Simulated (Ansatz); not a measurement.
Crystal: Zn.

```
Zn
1.0
     2.67000    0.00000    0.00000
    -1.33500    2.31229    0.00000
     0.00000    0.00000    4.96600
Zn
2
Direct
  0.66667 0.33333 0.75000
  0.33333 0.66667 0.25000
```

| Property | Result |
| --- | --- |
| Program | Ansatz 0.2.0 |
| Task | relaxation of cell and atoms |
| Functional | PBEsol |
| Potentials or basis | all-electron LAPW, scalar-relativistic |
| Basis error allowed | 0.001 eV/atom |
| k mesh | 11 × 11 × 6 |
| Occupations | fermi-dirac, width 0.05 eV |
| Spin | no spin polarisation |

At the start: volume 15.33 Å³/atom.

Question: How do energy, volume and symmetry change on relaxing?

Answer: Over 7 steps the energy falls by 27.8 meV/atom and the volume is 14.03 Å³/atom (-8.5 %); space group P6_3/mmc (No. 194, to 0.05 Å).

Step by step:
```csv
step,energy change (eV),largest force (eV/Å),volume (Å³)
1,0.0000,0.0000,30.66
2,-0.0480,0.0000,28.68
3,-0.0528,0.0000,27.53
4,-0.0554,0.0000,27.96
5,-0.0555,0.0000,28.08
6,-0.0555,0.0000,28.07
7,-0.0556,0.0000,28.07
```

Final structure:
```yaml
crystal:
  lattice:
    - [2.64068, 0.00000, 0.00000]
    - [-1.32034, 2.28689, 0.00000]
    - [0.00000, 0.00000, 4.64786]
  atoms:
    - { symbol: Zn, position: [0.66667, 0.33333, 0.75000] }
    - { symbol: Zn, position: [0.33333, 0.66667, 0.25000] }
```
